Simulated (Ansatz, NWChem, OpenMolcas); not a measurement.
**Strength of the C–O bond: C2H4O2 → C2H3O + OH**

Species: C2H4O2 (acetic acid) `CC(=O)O`, singlet; C2H3O (acetyl radical) `C[C]=O`, doublet; OH, doublet. 

Shapes, held fixed at every level: PBE0-D4/def2-TZVP. Flexible molecules stand in one conformer, not always the lowest. Programs: Ansatz 0.2.0, NWChem 7.3.0, OpenMolcas 26.06. A level may come from different programs for different species; with the same settings they agree closely. The zero-point and thermal change to 298 K, harmonic and unscaled (PBE0-D4/def2-TZVP), is -19.7 kJ/mol.

```csv
level,kind,ΔH(298 K) (kJ/mol),less CCSD(T)/CBS estimate
r2SCAN-D4/def2-TZVPP,meta-GGA,+447.5,-11.9
B3LYP/6-31G* (spherical functions),global hybrid,+451.3,-8.1
r2SCAN0-D4/def2-TZVPP,global hybrid,+438.0,-21.4
wB97M-V/def2-TZVPP,range-separated hybrid,+461.1,+1.7
B2PLYP/def2-TZVPP,double hybrid,+444.3,-15.1
MP2/def2-SVP,perturbation theory,+476.9,+17.5
CCSD/def2-TZVPP,coupled cluster or CI,+437.1,-22.3
CCSD(T)/CBS estimate,coupled cluster or CI,+459.4,0.0
```

The highest level, CCSD(T)/CBS estimate, gives ΔH(298 K) = +459.4 kJ/mol; the levels span +437.1 to +476.9. The column of differences is taken from that level and isn't an error. No measured value is set beside it here. Open shells run unrestricted unless RO is named. The CBS estimate extrapolates MP2 from def2-TZVPP and def2-QZVPP and adds CCSD(T) − MP2 in the triple-zeta set, cores frozen.
